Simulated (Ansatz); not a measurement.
ZrC, 2 atoms in the cell. The structure is cubic, space group Fm-3m (No. 225). Conventional cell: a = 4.730 Å, b = 4.730 Å, c = 4.730 Å, α = 90.00°, β = 90.00°, γ = 90.00°. Zr (site symmetry m-3m) has 6 C at 2.37 Å as nearest neighbours. C (site symmetry m-3m) has 6 Zr at 2.37 Å as nearest neighbours. 

| Item | Value |
| --- | --- |
| Program | Ansatz 0.2.0 |
| Task | electric field gradients |
| Functional | PBEsol |
| Dispersion | D3(BJ)-ATM |
| Potentials or basis | Ansatz PAW |
| Cutoff | 500 eV |
| Density cutoff | 2000 eV |
| k mesh | 10 × 10 × 10 |
| Occupations | fermi-dirac, width 0.1 eV |
| Spin | no spin polarisation |
| Hubbard terms | Zr d U = 8.0 eV |
| Hubbard projectors | all-electron-ortho-atomic |
| Double counting | fll (the default) |

Potentials or basis: Ansatz PAW.

Command:

```bash
$ ansatz run input.yaml --threads 1 --pin off --max-ram 2560MiB --backend cpu --events-out ev --progress --plain --runs-dir out
```

Hardware: 1 thread of Arm Neoverse V1 (shared host).

How long does it take, and how much memory?

Run time: 3.9 s on 1 thread of Arm Neoverse V1, with other jobs on the host, peak memory 0.35 GiB. Counts: scf iterations 10, plane waves 645, k points 47, bands 12.
